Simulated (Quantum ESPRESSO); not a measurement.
# PbS (Galena) (Fm-3m) in Quantum ESPRESSO: a series of runs, part 2 of 2

Quantum ESPRESSO 7.5. The steps go on from the part before.

## Step 3: Dielectric tensor, PBE

Contents of pw.in:

```
&CONTROL
  calculation = 'scf'
  prefix = 'pwscf'
  outdir = './tmp'
  pseudo_dir = './pseudo'
  tprnfor = .true.
  tstress = .true.
  disk_io = 'low'
/
&SYSTEM
  ibrav = 0
  nat = 2
  ntyp = 2
  ecutwfc = 56
  nbnd = 16
  occupations = 'smearing'
  smearing = 'fd'
  degauss = 0.00367493
/
&ELECTRONS
  conv_thr = 4d-10
  electron_maxstep = 120
  mixing_beta = 0.5
/
ATOMIC_SPECIES
Pb   207.2000 Pb.upf
S     32.0600 S.upf
CELL_PARAMETERS angstrom
   0.0000000000    2.9657500000    2.9657500000
   2.9657500000    0.0000000000    2.9657500000
   2.9657500000    2.9657500000    0.0000000000
ATOMIC_POSITIONS angstrom
Pb     0.0000000000    0.0000000000    0.0000000000
S      2.9657500000    2.9657500000    2.9657500000
K_POINTS automatic
8 8 8 1 1 1
```

Contents of gamma.in:

```
&CONTROL
  calculation = 'bands'
  prefix = 'pwscf'
  outdir = './tmp'
  pseudo_dir = './pseudo'
  disk_io = 'low'
  verbosity = 'high'
/
&SYSTEM
  ibrav = 0
  nat = 2
  ntyp = 2
  ecutwfc = 56
  nbnd = 16
  occupations = 'smearing'
  smearing = 'fd'
  degauss = 0.00367493
/
&ELECTRONS
  conv_thr = 1d-08
  electron_maxstep = 120
  mixing_beta = 0.5
  diago_full_acc = .true.
  startingwfc = 'random'
/
ATOMIC_SPECIES
Pb   207.2000 Pb.upf
S     32.0600 S.upf
CELL_PARAMETERS angstrom
   0.0000000000    2.9657500000    2.9657500000
   2.9657500000    0.0000000000    2.9657500000
   2.9657500000    2.9657500000    0.0000000000
ATOMIC_POSITIONS angstrom
Pb     0.0000000000    0.0000000000    0.0000000000
S      2.9657500000    2.9657500000    2.9657500000
K_POINTS crystal
1
0.0 0.0 0.0 1
```

Contents of scf2.in:

```
&CONTROL
  calculation = 'scf'
  prefix = 'pwscf'
  outdir = './tmp'
  pseudo_dir = './pseudo'
  tprnfor = .true.
  tstress = .true.
  disk_io = 'low'
/
&SYSTEM
  ibrav = 0
  nat = 2
  ntyp = 2
  ecutwfc = 56
  nbnd = 16
  occupations = 'fixed'
/
&ELECTRONS
  conv_thr = 1d-13
  electron_maxstep = 120
  mixing_beta = 0.5
  startingpot = 'file'
/
ATOMIC_SPECIES
Pb   207.2000 Pb.upf
S     32.0600 S.upf
CELL_PARAMETERS angstrom
   0.0000000000    2.9657500000    2.9657500000
   2.9657500000    0.0000000000    2.9657500000
   2.9657500000    2.9657500000    0.0000000000
ATOMIC_POSITIONS angstrom
Pb     0.0000000000    0.0000000000    0.0000000000
S      2.9657500000    2.9657500000    2.9657500000
K_POINTS automatic
8 8 8 1 1 1
```

Contents of ph.in:

```
dielectric of PbS
&INPUTPH
  prefix = 'pwscf'
  outdir = './tmp'
  tr2_ph = 1d-18
  fildyn = 'dyn'
  niter_ph = 90
  alpha_mix(1) = 0.7
  epsil = .true.
  trans = .false.
  zeu = .true.
/
0.0000000000 0.0000000000 0.0000000000
```

Potentials or basis: PseudoDojo 0.4.1 SR PBE standard.

Launch:

```bash
> OMP_NUM_THREADS=1 pw.x -in pw.in > pw.out
> OMP_NUM_THREADS=1 pw.x -in gamma.in > gamma.out
> OMP_NUM_THREADS=1 pw.x -in scf2.in > scf2.out
> OMP_NUM_THREADS=1 ph.x -in ph.in > ph.out
```

pw.out:

```text
This program is part of the open-source Quantum ESPRESSO suite
     for quantum simulation of materials; please cite
[... 9 lines left out ...]
     --------------------
     sticks:   dense  smooth     PW     G-vecs:    dense   smooth      PW
     Sum         955     955    301                19891    19891    3479

     Using Slab Decomposition

     bravais-lattice index     =            0
     lattice parameter (alat)  =       7.9259  a.u.
     unit-cell volume          =     352.0710 (a.u.)^3
     number of atoms/cell      =            2
     number of atomic types    =            2
     number of electrons       =        20.00
     number of Kohn-Sham states=           16
     kinetic-energy cutoff     =      56.0000  Ry
     charge density cutoff     =     224.0000  Ry
     scf convergence threshold =      4.0E-10
     mixing beta               =       0.5000
     number of iterations used =            8  plain     mixing
     Exchange-correlation= PBE
                           (   1   4   3   4   0   0   0)

     celldm(1)=   7.925897  celldm(2)=   0.000000  celldm(3)=   0.000000
     celldm(4)=   0.000000  celldm(5)=   0.000000  celldm(6)=   0.000000

[... 8 lines left out ...]
               b(3) = (  0.707107  0.707107 -0.707107 )

     PseudoPot. # 1 for Pb read from file:
     Pb.upf
     Pseudo is Norm-conserving + core correction, Zval = 14.0
     Generated using ONCVPSP code by D. R. Hamann
     Using radial grid of 1678 points,  6 beta functions with:
                l(1) =   0
                l(2) =   0
                l(3) =   1
                l(4) =   1
                l(5) =   2
                l(6) =   2

     PseudoPot. # 2 for S  read from file:
     S.upf
     Pseudo is Norm-conserving + core correction, Zval =  6.0
     Generated using ONCVPSP code by D. R. Hamann
     Using radial grid of 1146 points,  6 beta functions with:
                l(1) =   0
                l(2) =   0
                l(3) =   1
                l(4) =   1
                l(5) =   2
                l(6) =   2

     atomic species   valence    mass     pseudopotential
     Pb               14.00   207.20000     Pb( 1.00)
     S                 6.00    32.06000     S ( 1.00)

     48 Sym. Ops., with inversion, found

   Cartesian axes

     site n.     atom                  positions (alat units)
         1        Pb     tau(   1) = (   0.0000000   0.0000000   0.0000000  )
         2        S      tau(   2) = (   0.7071068   0.7071068   0.7071068  )

     number of k points=    60  Fermi-Dirac smearing, width (Ry)=  0.0037
                       cart. coord. in units 2pi/alat
        k(    1) = (   0.0441942   0.0441942   0.0441942), wk =   0.0078125
        k(    2) = (   0.1325825   0.1325825  -0.0441942), wk =   0.0234375
        k(    3) = (   0.2209709   0.2209709  -0.1325825), wk =   0.0234375
        k(    4) = (   0.3093592   0.3093592  -0.2209709), wk =   0.0234375
        k(    5) = (  -0.3093592  -0.3093592   0.3977476), wk =   0.0234375
        k(    6) = (  -0.2209709  -0.2209709   0.3093592), wk =   0.0234375
[... 52 lines left out ...]
        k(   59) = (   0.3093592   0.3093592   0.3093592), wk =   0.0078125
        k(   60) = (  -0.3093592  -0.3093592   0.9280777), wk =   0.0234375

     Dense  grid:    19891 G-vectors     FFT dimensions: (  40,  40,  40)

     Initial potential from superposition of free atoms

     starting charge      19.9978, renormalised to      20.0000
     Starting wfcs are   13 randomized atomic wfcs +    3 random wfcs

     Self-consistent Calculation

     iteration #  1     ecut=    56.00 Ry     beta= 0.50
     Davidson diagonalization with overlap
     ethr =  1.00E-02,  avg # of iterations =  5.7

     Threshold (ethr) on eigenvalues was too large:
     Diagonalizing with lowered threshold

     Davidson diagonalization with overlap
     ethr =  6.50E-04,  avg # of iterations =  1.5

     total energy              =    -162.88045868 Ry
     estimated scf accuracy    <       0.12630519 Ry

     iteration #  2     ecut=    56.00 Ry     beta= 0.50
     Davidson diagonalization with overlap
     ethr =  6.32E-04,  avg # of iterations =  2.3

     total energy              =    -162.91456713 Ry
     estimated scf accuracy    <       0.01669795 Ry

     iteration #  3     ecut=    56.00 Ry     beta= 0.50
     Davidson diagonalization with overlap
     ethr =  8.35E-05,  avg # of iterations =  4.3

     total energy              =    -162.91773316 Ry
     estimated scf accuracy    <       0.00099105 Ry
[... 26 lines left out ...]
     total energy              =    -162.91780358 Ry
     estimated scf accuracy    <       0.00000014 Ry

     iteration #  8     ecut=    56.00 Ry     beta= 0.50
     Davidson diagonalization with overlap
     ethr =  6.95E-10,  avg # of iterations =  2.1

     total energy              =    -162.91780360 Ry
     estimated scf accuracy    <       0.00000001 Ry

     iteration #  9     ecut=    56.00 Ry     beta= 0.50
     Davidson diagonalization with overlap
     ethr =  6.83E-11,  avg # of iterations =  2.5

     End of self-consistent calculation

          k = 0.0442 0.0442 0.0442 (  2505 PWs)   bands (ev):

    -8.0995  -8.0986  -8.0986  -8.0821  -8.0821  -4.8536   2.5451   6.5566
     6.5566   6.6399  13.5065  13.6741  13.6741  15.4356  15.5289  15.5289

          k = 0.1326 0.1326-0.0442 (  2520 PWs)   bands (ev):

    -8.0993  -8.0954  -8.0951  -8.0868  -8.0783  -4.6777   2.0103   6.3573
     6.7259   7.1472  12.1101  12.5998  13.2281  15.4913  15.7034  16.3467

          k = 0.2210 0.2210-0.1326 (  2498 PWs)   bands (ev):

    -8.1036  -8.1036  -8.0971  -8.0738  -8.0659  -4.2784   1.0637   6.3392
     6.8930   7.8059  10.6055  11.4650  12.2665  15.7109  16.5088  17.4110

          k = 0.3094 0.3094-0.2210 (  2486 PWs)   bands (ev):

    -8.1145  -8.1123  -8.0957  -8.0574  -8.0545  -3.8089   0.1906   6.4837
     6.9524   8.3170   9.5655  10.8099  11.4382  16.5846  17.7598  18.6845
[... 103 lines left out ...]
    -8.1531  -8.0972  -8.0843  -8.0697  -8.0511  -3.4127   0.2492   4.9920
     6.0321   7.4711  10.5134  11.8979  12.9115  16.6093  17.5556  18.9246

          k = 0.2210-0.3094 0.3977 (  2484 PWs)   bands (ev):

    -8.1243  -8.1093  -8.0934  -8.0593  -8.0512  -3.6501   0.0625   6.2188
     6.7053   8.0602   9.7035  11.0406  11.6882  16.6706  18.3170  19.0362

          k =-0.6629 0.0442 0.0442 (  2480 PWs)   bands (ev):

    -8.2320  -8.1234  -8.0574  -8.0405  -8.0398  -3.2328   1.4024   3.6313
     5.3158   5.3601  12.6098  14.1402  14.2311  14.3518  19.8762  20.6127

          k =-0.5745 0.1326-0.0442 (  2484 PWs)   bands (ev):

    -8.2060  -8.1157  -8.0670  -8.0489  -8.0440  -3.3760   1.0503   4.3325
     5.2584   5.9943  12.6341  13.0758  13.6580  14.5883  19.8608  19.9827

          k =-0.4861 0.2210-0.1326 (  2484 PWs)   bands (ev):

    -8.1592  -8.0994  -8.0886  -8.0634  -8.0483  -3.5500   0.5011   5.3520
     5.7620   6.9699  11.1155  12.3684  12.7523  15.2504  18.9477  19.5354

          k =-0.4861 0.0442 0.0442 (  2484 PWs)   bands (ev):

    -8.1879  -8.1181  -8.0647  -8.0537  -8.0511  -3.6837   1.2119   5.2286
     5.5670   5.6686  12.5437  12.9048  13.8244  14.0179  19.1721  19.7137

          k =-0.3977 0.1326-0.0442 (  2496 PWs)   bands (ev):

    -8.1484  -8.1087  -8.0810  -8.0653  -8.0565  -3.9571   1.0793   5.6413
     6.0611   6.7854  11.2661  12.7053  12.9916  14.4867  18.5963  18.8723

          k =-0.3094 0.0442 0.0442 (  2507 PWs)   bands (ev):

    -8.1243  -8.1088  -8.0799  -8.0761  -8.0681  -4.3304   1.5472   6.0350
     6.0527   7.4521  10.8128  13.1952  13.4151  14.0323  17.8532  17.9357

          k = 0.1326 0.1326 0.1326 (  2517 PWs)   bands (ev):

    -8.0983  -8.0975  -8.0975  -8.0791  -8.0791  -4.5943   1.7585   6.6369
     6.6369   7.2022  11.8488  12.5123  12.5123  15.4202  16.1655  16.1655

          k = 0.2210 0.2210 0.0442 (  2504 PWs)   bands (ev):

    -8.1021  -8.0978  -8.0972  -8.0830  -8.0682  -4.3476   1.2962   5.9398
     6.9493   7.8457  10.6891  11.5382  12.8673  15.9832  16.0918  17.6025
[... 118 lines left out ...]
    -8.1665  -8.0930  -8.0886  -8.0645  -8.0488  -3.3672   0.3628   4.7435
     6.1097   6.7769  11.2378  12.0973  13.1207  15.7023  18.7081  18.7898

          k = 0.3094 0.3094 0.3094 (  2482 PWs)   bands (ev):

    -8.1149  -8.1149  -8.0966  -8.0518  -8.0518  -3.7179  -0.0248   6.9091
     6.9091   8.4919   9.3465  10.7556  10.7556  17.0412  18.5282  18.5282

          k =-0.3094-0.3094 0.9281 (  2483 PWs)   bands (ev):

    -8.1279  -8.1087  -8.0921  -8.0586  -8.0517  -3.5686  -0.0034   5.9973
     6.7265   7.9252   9.8123  11.0071  11.8692  17.0294  18.3941  18.4500

     the Fermi energy is     8.8980 ev

!    total energy              =    -162.91780360 Ry
     estimated scf accuracy    <          1.7E-10 Ry
     smearing contrib. (-TS)   =      -0.00000024 Ry
     internal energy E=F+TS    =    -162.91780337 Ry

     The total energy is F=E-TS. E is the sum of the following terms:
     one-electron contribution =     -35.82627462 Ry
     hartree contribution      =      30.48166348 Ry
     xc contribution           =     -46.34354814 Ry
     ewald contribution        =    -111.22964409 Ry

     convergence has been achieved in   9 iterations

     Forces acting on atoms (cartesian axes, Ry/au):

     atom    1 type  1   force =    -0.00000000   -0.00000000    0.00000000
     atom    2 type  2   force =     0.00000000    0.00000000    0.00000000

     Total force =     0.000000     Total SCF correction =     0.000000

     Computing stress (Cartesian axis) and pressure

          total   stress  (Ry/bohr**3)                   (kbar)     P=       22.52
   0.00015307  -0.00000000  -0.00000000           22.52       -0.00       -0.00
  -0.00000000   0.00015307  -0.00000000           -0.00       22.52       -0.00
  -0.00000000  -0.00000000   0.00015307           -0.00       -0.00       22.52

=------------------------------------------------------------------------------=
   JOB DONE.
=------------------------------------------------------------------------------=
```

Run time: 4.1 min. Hardware: 1 thread of Intel Xeon 6975P-C (Granite Rapids), shared host; peak memory 0.08 GiB.

Results:

| Property | Result |
| --- | --- |
| Free energy | -2216.6096 eV |
| Pressure | 2.3 GPa |
| Electronic dielectric tensor (diagonal) | 16.33 |
| Born charges (mean of the diagonal) | Pb +4.44; S -4.44 e |

Levels at points of the mesh, in eV from the valence-band top:
```
           k point  band 7  band 8  band 9  band 10  band 11  band 12  band 13  band 14
(0.06, 0.06, 0.06)   -5.95   -1.94   -1.94    -1.85     5.01     5.18     5.18     6.94
```

Electronic dielectric tensor:
```
16.33  0.00  0.00
 0.00 16.33  0.00
 0.00  0.00 16.33
```

Born effective charge tensors (e):
atom 1, Pb
```
4.44 0.00 0.00
0.00 4.44 0.00
0.00 0.00 4.44
```
atom 2, S
```
-4.44  0.00  0.00
 0.00 -4.44  0.00
 0.00  0.00 -4.44
```

## Step 4: How close it comes

Step 2. Measured high-frequency dielectric constant of PbS: 17.2 (300 K; a printed reference work, monograph). This calculation gives 18.09 (+5.2 %).

Step 3. A measured high-frequency dielectric constant of PbS is 17.2 (300 K; a printed reference work, monograph); the calculated 16.33 misses it by -5.0 %.
